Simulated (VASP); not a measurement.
# BaH2 (P6_3/mmc) in VASP: notebook

The runs below take BaH2 through relaxation of cell and atoms, with LDA, PBEsol.

Everything below comes from runs of VASP 6.6.1. Logs are shortened: lines on timing, memory, paths and dates and some standing lists are left out, and cuts for length are marked.

### 1 The crystal as given

Symmetry: P6_3/mmc, No. 194, hexagonal system. The conventional cell has a = 4.462 Å, b = 4.462 Å, c = 6.055 Å, α = 90.00°, β = 90.00°, γ = 120.00°. Around Ba (site symmetry -6m2) lie 3 H at 2.58 Å. H (site symmetry -3m) is surrounded by 6 Ba at 2.99 Å and 8 H at 2.99 to 3.03 Å. H (site symmetry -6m2) is surrounded by 3 Ba at 2.58 Å.

The cell comes from a database or a generator and needn't be the stable form of this composition.

### 2 Relaxation of cell and atoms, LDA

The input, INCAR:

```
SYSTEM = BaH2
  PREC = Accurate
  ENCUT = 600
  EDIFF = 1E-6
  ISMEAR = 0
  SIGMA = 0.02
  LREAL = .FALSE.
  LASPH = .TRUE.
  NELM = 100
  ALGO = Normal
  ISIF = 3
  LWAVE = .FALSE.
  LCHARG = .FALSE.
  GGA = CA
  IBRION = 2
  NSW = 60
  EDIFFG = -0.01
  KPAR = 2
```

The input, KPOINTS:

```
Automatic mesh
0
G
  6 6 4
  0 0 0
```

The input, POSCAR:

```
BaH2
1.0
    4.4620250523      0.0000000000      0.0000000000
   -2.2310125262      3.8642270477      0.0000000000
    0.0000000000      0.0000000000      6.0552925900
Ba H
2 4
Direct
    0.3333333333      0.6666666667      0.2500000000
    0.6666666667      0.3333333333      0.7500000000
    0.0000000000      0.0000000000      0.0000000000
    0.0000000000      0.0000000000      0.5000000000
    0.6666666667      0.3333333333      0.2500000000
    0.3333333333      0.6666666667      0.7500000000
```

Potentials or basis: VASP PAW LDA potentials, release 64 (Ba_sv, H).

Started as:

```bash
> cat potpaw_LDA.64/Ba_sv/POTCAR potpaw_LDA.64/H/POTCAR > POTCAR
> mpirun -np 2 vasp_std > vasp.out
```

OUTCAR:

```text
SYSTEM = BaH2
   PREC = Accurate
   ENCUT = 600
   EDIFF = 1E-6
   ISMEAR = 0
   LREAL = .FALSE.
   LASPH = .TRUE.
   NELM = 100
   ISIF = 3
   GGA = CA
   IBRION = 2
   NSW = 60
   EDIFFG = -0.01

 ion  position               nearest neighbor table
   1  0.333  0.667  0.250-   5 2.58   5 2.58   5 2.58   2 3.98   2 3.98   2 3.98   2 3.98   2 3.98
                             2 3.98
   2  0.667  0.333  0.750-   6 2.58   6 2.58   6 2.58   1 3.98   1 3.98   1 3.98   1 3.98   1 3.98
                             1 3.98
   3  0.000  0.000  0.000-
   4  0.000  0.000  0.500-
   5  0.667  0.333  0.250-   1 2.58   1 2.58   1 2.58
   6  0.333  0.667  0.750-   2 2.58   2 2.58   2 2.58

  LATTYP: Found a hexagonal cell.
 ALAT       =     4.4620250523
 C/A-ratio  =     1.3570727459

  Lattice vectors:

 A1 = (   4.4620250523,   0.0000000000,   0.0000000000)
 A2 = (  -2.2310125262,   3.8642270477,   0.0000000000)
 A3 = (   0.0000000000,   0.0000000000,   6.0552925900)

Analysis of symmetry for initial positions (statically):
=====================================================================
 Subroutine PRICEL returns:
 Original cell was already a primitive cell.

 Routine SETGRP: Setting up the symmetry group for a
 hexagonal supercell.

 Subroutine GETGRP returns: Found 24 space group operations
 (whereof 12 operations were pure point group operations)
 out of a pool of 24 trial point group operations.

The static configuration has the point symmetry D_3d.
 The point group associated with its full space group is D_6h.

Analysis of symmetry for dynamics (positions and initial velocities):
=====================================================================
 Subroutine PRICEL returns:
 Original cell was already a primitive cell.

 Routine SETGRP: Setting up the symmetry group for a
 hexagonal supercell.

 Subroutine GETGRP returns: Found 24 space group operations
 (whereof 12 operations were pure point group operations)
 out of a pool of 24 trial point group operations.

The dynamic configuration has the point symmetry D_3d.
 The point group associated with its full space group is D_6h.

 Subroutine INISYM returns: Found 24 space group operations
 (whereof 12 operations are pure point group operations),
 and found     1 'primitive' translations

----------------------------------------------------------------------------------------

                                     Primitive cell

  volume of cell :     104.4070

  direct lattice vectors                    reciprocal lattice vectors
     4.462025052  0.000000000  0.000000000     0.224113488  0.129391983  0.000000000
    -2.231012526  3.864227048  0.000000000     0.000000000  0.258783966  0.000000000
     0.000000000  0.000000000  6.055292590     0.000000000  0.000000000  0.165144786

  length of vectors
     4.462025052  4.462025052  6.055292590     0.258783966  0.258783966  0.165144786

  position of ions in fractional coordinates (direct lattice)
     0.333333333  0.666666667  0.250000000
     0.666666667  0.333333333  0.750000000
     0.000000000  0.000000000  0.000000000
     0.000000000  0.000000000  0.500000000
     0.666666667  0.333333333  0.250000000
     0.333333333  0.666666667  0.750000000

  ion indices of the primitive-cell ions
   primitive index   ion index
                 1           1
                 2           2
                 3           3
                 4           4
                 5           5
                 6           6

----------------------------------------------------------------------------------------

 KPOINTS: Automatic mesh

Automatic generation of k-mesh.
 Grid dimensions read from file:
 generate k-points for:    6    6    4

 Generating k-lattice:

  Cartesian coordinates                     Fractional coordinates (reciprocal lattice)
     0.037352248  0.021565330  0.000000000     0.166666667 -0.000000000  0.000000000
     0.000000000  0.043130661  0.000000000     0.000000000  0.166666667  0.000000000
     0.000000000  0.000000000  0.041286197     0.000000000  0.000000000  0.250000000

  Length of vectors
     0.043130661  0.043130661  0.041286197

  Shift w.r.t. Gamma in fractional coordinates (k-lattice)
     0.000000000  0.000000000  0.000000000

 Subroutine IBZKPT returns following result:
 ===========================================

 Found     21 irreducible k-points:

 Following reciprocal coordinates:
            Coordinates               Weight
  0.000000  0.000000  0.000000      1.000000
  0.166667 -0.000000  0.000000      6.000000
  0.333333 -0.000000  0.000000      6.000000
  0.500000 -0.000000  0.000000      3.000000
  0.166667  0.166667  0.000000      6.000000
  0.333333  0.166667  0.000000     12.000000
[... 13 lines left out ...]
  0.333333  0.166667  0.500000     12.000000
  0.333333  0.333333  0.500000      2.000000
   k-points           NKPTS =     21   k-points in BZ     NKDIM =     21   number of bands    NBANDS=     16
   number of dos      NEDOS =    301   number of ions     NIONS =      6
   total plane-waves  NPLWV =  62208
   dimension x,y,z NGX =    36 NGY =   36 NGZ =   48
   dimension x,y,z NGXF=    72 NGYF=   72 NGZF=   96
   ions per type =               2   4
   NGX,Y,Z   is equivalent  to a cutoff of  13.41, 13.41, 13.18 a.u.
   NGXF,Y,Z  is equivalent  to a cutoff of  26.83, 26.83, 26.36 a.u.
 SYSTEM =  BaH2
   PREC   = accura    normal or accurate (medium, high low for compatibility)
   ISTART =      0    job   : 0-new  1-cont  2-samecut
   ICHARG =      2    charge: 1-file 2-atom 10-const
   ISPIN  =      1    spin polarized calculation?
   LNONCOLLINEAR =      F non collinear calculations
   LSORBIT =      F    spin-orbit coupling
   LASPH  =      T    aspherical Exc in radial PAW
   ENCUT  =  600.0 eV  44.10 Ry    6.64 a.u.   8.91  8.91 12.09*2*pi/ulx,y,z
   NELM   =    100;   NELMIN=  2; NELMDL= -5     # of ELM steps
   EDIFF  = 0.1E-05   stopping-criterion for ELM
   LREAL  =      F    real-space projection
   EDIFFG = -.1E-01   stopping-criterion for IOM
   NSW    =     60    number of steps for IOM
   IBRION =      2    ionic relax: 0-MD 1-quasi-New 2-CG
   NFREE  =      1    steps in history (QN), initial steepest desc. (CG)
   ISIF   =      3    stress and relaxation
   ISYM   =      2    0-nonsym 1-usesym 2-fastsym
   POTIM  = 0.5000    time-step for ionic-motion
   TEBEG  =    0.0;   TEEND  =   0.0 temperature during run
   PSTRESS=    0.0 pullay stress
   NELECT =      24.0000    total number of electrons
   NUPDOWN=      -1.0000    fix difference up-down
   EMIN   =  10.00;   EMAX   =-10.00  energy-range for DOS
   EFERMI =   0.00;   METHOD = LEGACY
   ISMEAR =     0;   SIGMA  =   0.02  broadening in eV -4-tet -1-fermi 0-gaus
   EFERMI_NEDOS =   21; number of points for ismear=-14 and -15
   IALGO  =     38    algorithm
   IMIX   =      4    mixing-type and parameters
     AMIX     =   0.40;   BMIX     =  1.00
     AMIX_MAG =   1.60;   BMIX_MAG =  1.00
  volume/ion in A,a.u.               =      17.40       117.43
  Fermi-wavevector in a.u.,A,eV,Ry     =   1.002848  1.895109 13.683448  1.005705
  Thomas-Fermi vector in A             =   2.135362
   LORBIT       =      0    0 simple, 1 ext, 2 COOP (PROOUT), +10 PAW based schemes
   GGA     = CA    functional components
   LHFCALC =     F    Hartree Fock is set to
   AEXX    =    0.0000 exact exchange contribution
   IVDW    =     0    specifies the selected vdW correction
   LEPSILON=     F    determine dielectric tensor
   LRPA    =     F    only Hartree local field effects (RPA)
 conjugate gradient relaxation of ions
 non-spin polarized calculation
 Gauss-broadening in eV      SIGMA  =   0.02
  energy-cutoff  :      600.00
  volume of cell :      104.41
 maximum number of plane-waves:      3510
 NGX is ok and might be reduce to    36
   NGX = 17   NGY = 17   NGZ = 25

--------------------------------------- Ionic step        1  -------------------------------------------

 number of electron      23.9999999 magnetization

 Free energy of the ion-electron system (eV)
  ---------------------------------------------------
  ext. energy  EPLUGINS =         0.00000000
  ---------------------------------------------------
  free energy    TOTEN  =       -21.56703693 eV

  energy without entropy =      -21.56703693  energy(sigma->0) =      -21.56703693

------------------------ aborting loop because EDIFF is reached ----------------------------------------

  FORCE on cell =-STRESS in cart. coord.  units (eV):
  Direction    XX          YY          ZZ          XY          YZ          ZX
  --------------------------------------------------------------------------------------
  -------------------------------------------------------------------------------------
  Total       -1.8633913     -1.8633913     -1.8952389      0.0000000      0.0000000     -0.0000000
  in kB      -28.5946555    -28.5946555    -29.0833735      0.0000000      0.0000000     -0.0000000
  external PRESSURE =     -28.7575615 kB  Pullay stress =       0.0000000 kB
[... 185 lines left out ...]
  energy  without entropy=      -21.6508846659  energy(sigma->0) =      -21.65088467

--------------------------------------- Ionic step        6  -------------------------------------------

 number of electron      23.9999997 magnetization

 Free energy of the ion-electron system (eV)
  ---------------------------------------------------
  ext. energy  EPLUGINS =         0.00000000
  ---------------------------------------------------
  free energy    TOTEN  =       -21.65601085 eV

  energy without entropy =      -21.65601085  energy(sigma->0) =      -21.65601085

 E-fermi :   1.5221     XC(G=0):  -9.3503

 val. band max:        1.3394061738   @ k =   0.0000   0.0000   0.2500
 cond. band min:       2.7984565877   @ k =   0.3333   0.3333   0.5000
 fundamental gap:      1.4590504139
 Fermi energy:         1.5221423663

 k-point     1 :       0.0000    0.0000    0.0000
  band No.  band energies     occupation
      1     -25.6004      2.00000
      2     -25.3235      2.00000
      3     -11.6561      2.00000
      4     -10.6488      2.00000
      5     -10.6488      2.00000
      6     -10.2887      2.00000
[... 8 lines left out ...]
     15       4.9848      0.00000
     16       4.9848      0.00000
[... 411 lines left out ...]
  FREE ENERGIE OF THE ION-ELECTRON SYSTEM (eV)
  ---------------------------------------------------
  free  energy   TOTEN  =       -21.6560108507 eV

  energy  without entropy=      -21.6560108507  energy(sigma->0) =      -21.65601085

 reached required accuracy - stopping structural energy minimisation
```

It took 70 s on 2 MPI ranks of Intel Xeon Platinum 8488C (Sapphire Rapids), shared host; peak memory 0.23 GiB.

What came out:

| Item | Value |
| --- | --- |
| Free energy | -21.6560 eV |
| Relaxed volume | 15.88 Å³/atom |
| Relaxed cell | a = 4.370 Å, b = 4.370 Å, c = 5.760 Å, α = 90.00°, β = 90.00°, γ = 120.00° |
| Space group after relaxing (to 0.05 Å) | P6_3/mmc (No. 194) |
| Energy gained by relaxing | 14.8 meV/atom |
| Ionic steps | 6 |
| Pressure after relaxing | 0.0 GPa |
| Band gap on the k mesh | 1.46 eV, indirect (least direct gap 2.29 eV) |

Stress tensor (GPa, compression positive):
```
 0.08  0.00  0.00
 0.00  0.08  0.00
 0.00  0.00 -0.06
```

The path:
```
step  energy change (eV)  largest force (eV/Å)  pressure (GPa)  volume (Å³)
   1              0.0000                0.0000           -2.88       104.41
   2             -0.0628                0.0000           -1.39        99.76
   3             -0.0785                0.0000           -0.13        96.53
   4             -0.0786                0.0000            0.01        96.20
   5             -0.0838                0.0000            0.01        95.90
   6             -0.0890                0.0000            0.03        95.25
```

Final structure:
```yaml
crystal:
  lattice:
    - [4.36988, 0.00000, 0.00000]
    - [-2.18494, 3.78443, 0.00000]
    - [0.00000, 0.00000, 5.75977]
  atoms:
    - { symbol: Ba, position: [0.33333, 0.66667, 0.25000] }
    - { symbol: Ba, position: [0.66667, 0.33333, 0.75000] }
    - { symbol: H, position: [0.00000, 0.00000, 0.00000] }
    - { symbol: H, position: [0.00000, 0.00000, 0.50000] }
    - { symbol: H, position: [0.66667, 0.33333, 0.25000] }
    - { symbol: H, position: [0.33333, 0.66667, 0.75000] }
```

Caveat: spin-orbit coupling is left out, which moves the levels of the heavy elements.

### 3 Relaxation of cell and atoms, PBEsol

The input, INCAR:

```
SYSTEM = BaH2
PREC     = Accurate       ! precision mode
ENCUT    = 600            ! plane-wave cutoff, eV
EDIFF    = 1E-7           ! SCF threshold, eV
ISMEAR   = 0              ! smearing method
SIGMA    = 0.02           ! smearing width, eV
LREAL    = .False.        ! projectors in reciprocal space
LASPH    = .True.         ! aspherical terms in the spheres
NELM     = 80             ! most SCF steps
ALGO     = Fast           ! electronic algorithm
ISIF     = 3              ! what is computed and relaxed
LWAVE    = .False.        ! write WAVECAR
LCHARG   = .False.        ! write CHGCAR
GGA      = PS             ! functional
IBRION   = 2              ! ionic algorithm
NSW      = 40             ! ionic steps
EDIFFG   = -0.02          ! ionic threshold
KPAR     = 2
```

The input, KPOINTS:

```
regular mesh
0
Gamma
  6 6 4
  0 0 0
```

POSCAR is that of step 2.

Potentials or basis: VASP PAW PBE potentials, release 64 (Ba_sv, H).

Started as:

```bash
> cat potpaw_PBE.64/Ba_sv/POTCAR potpaw_PBE.64/H/POTCAR > POTCAR
> mpirun -np 2 vasp_std > vasp.out
```

Run time: 3.9 min. Hardware: 2 MPI ranks of AMD EPYC 7R43 (Zen 3), shared host; peak memory 0.23 GiB.

The run converged. Its results:

```yaml
Free_energy: -20.4669 eV
Relaxed_volume: 16.46 Å³/atom
Relaxed_cell: a = 4.404 Å, b = 4.404 Å, c = 5.879 Å, α = 90.00°, β = 90.00°, γ = 120.00°
Space_group_after_relaxing_to_0.05_Å: P6_3/mmc (No. 194)
Energy_gained_by_relaxing: 5.4 meV/atom
Ionic_steps: 6
Pressure_after_relaxing: 0.0 GPa
Band_gap_on_the_k_mesh: 1.50 eV, indirect (least direct gap 2.43 eV)
```

Stress tensor (GPa, compression positive):
```
 0.09  0.00  0.00
 0.00  0.09  0.00
 0.00  0.00 -0.11
```

Step by step:
```tsv
step	energy change (eV)	largest force (eV/Å)	pressure (GPa)	volume (Å³)
1	0.0000	0.0000	-1.71	104.41
2	-0.0223	0.0000	-0.82	101.62
3	-0.0283	0.0000	-0.06	99.49
4	-0.0283	0.0000	0.03	99.31
5	-0.0302	0.0000	0.01	99.12
6	-0.0321	0.0000	0.02	98.75
```

Final structure:
```cif
data_structure
_symmetry_space_group_name_H-M 'P 1'
_symmetry_Int_Tables_number 1
_cell_length_a 4.4040
_cell_length_b 4.4040
_cell_length_c 5.8793
_cell_angle_alpha 90.000
_cell_angle_beta 90.000
_cell_angle_gamma 120.000
_cell_volume 98.75
loop_
_atom_site_label
_atom_site_type_symbol
_atom_site_fract_x
_atom_site_fract_y
_atom_site_fract_z
_atom_site_occupancy
Ba1 Ba 0.33333 0.66667 0.25000 1
Ba2 Ba 0.66667 0.33333 0.75000 1
H1 H 0.00000 0.00000 0.00000 1
H2 H 0.00000 0.00000 0.50000 1
H3 H 0.66667 0.33333 0.25000 1
H4 H 0.33333 0.66667 0.75000 1
```

Levels at points of the mesh, in eV from the valence-band top:
| k point | band 10 | band 11 | band 12 | band 13 | band 14 | band 15 |
| --- | --- | --- | --- | --- | --- | --- |
| (0.00, 0.00, 0.00) | -3.13 | -0.39 | 0.00 | 2.68 | 2.68 | 3.82 |
| (0.50, 0.00, 0.00) | -2.30 | -1.63 | -1.63 | 2.45 | 3.92 | 4.05 |
| (0.00, 0.00, 0.50) | -3.31 | -0.44 | -0.44 | 2.50 | 2.50 | 2.50 |
| (0.50, 0.00, 0.50) | -2.41 | -1.29 | -1.29 | 2.37 | 2.37 | 3.93 |

Caveat: the PAW data sets were made with another functional, which shifts forces and pressure a little; spin-orbit coupling is left out, which moves the levels of the heavy elements.

### 4 The reference run

An earlier run on the cell as given: functional PBEsol; potentials or basis VASP PAW PBE potentials, release 64 (Ba_sv, H); cutoff 520 eV; k mesh 7 × 7 × 5; occupations fermi-dirac, width 0.05 eV; no spin polarisation.

* Pressure: -1.8 GPa
* Band gap on the k mesh: 1.66 eV, indirect (least direct gap 2.50 eV)

### 5 Overview

```csv
task,level,potentials or basis,cell,k mesh,cutoff (eV),smearing,ladder,gap on the mesh (eV),pressure (GPa),relaxed volume (Å³/atom)
relaxation of cell and atoms,LDA,"VASP PAW LDA potentials, release 64 (Ba_sv, H)",relaxed,6 × 6 × 4,600,gaussian 0.02 eV,gaps,1.46,0.0,15.88
relaxation of cell and atoms,PBEsol,"VASP PAW PBE potentials, release 64 (Ba_sv, H)",relaxed,6 × 6 × 4,600,gaussian 0.02 eV,gaps,1.50,0.0,16.46
single point,PBEsol,"VASP PAW PBE potentials, release 64 (Ba_sv, H)",as given,7 × 7 × 5,520,fermi-dirac 0.05 eV,free,1.66,-1.8,-
```

Alike in all rows: no spin polarisation.

Caveats: spin-orbit coupling is left out, which moves the levels of the heavy elements; the PAW data sets were made with another functional, which shifts forces and pressure a little (some runs); an odd mesh through Γ misses points on the zone boundary, where band edges often lie (some runs).

Total energies depend on the potentials used, so only differences within one code and one set of settings carry meaning.
